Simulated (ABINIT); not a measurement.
MgS: changing the functional

Symmetry: Fm-3m, No. 225, cubic system. The conventional cell has a = 5.203 Å, b = 5.203 Å, c = 5.203 Å, α = 90.00°, β = 90.00°, γ = 90.00°. Around S (site symmetry m-3m) lie 6 Mg at 2.60 Å. Mg (site symmetry m-3m) is surrounded by 6 S at 2.60 Å.

Kept alike: task single point; k mesh 6 × 6 × 6; occupations fixed; no spin polarisation. Program: ABINIT, SPMS NC PBE v1.0, cutoff 707 eV. The mesh is that of the run's cell of 2 atoms. No spin-orbit coupling.

| functional | band gap (eV) | pressure (GPa) |
| --- | --- | --- |
| PBE | 2.778 | 0.92 |
| PBE0 | 4.523 | -0.49 |

Pressure is positive in compression; the values hold the error of the finite cutoff, so their zero can differ a little from the energy's minimum. Runs of this series that gave no sound value for these columns are left out. A gap read on the mesh alone can miss an edge between its points. All rows use potentials made for PBE.

What does the functional change here?

The band gap runs from 2.778 (PBE) to 4.523 eV (PBE0). The pressure runs from -0.49 (PBE0) to 0.92 GPa (PBE).
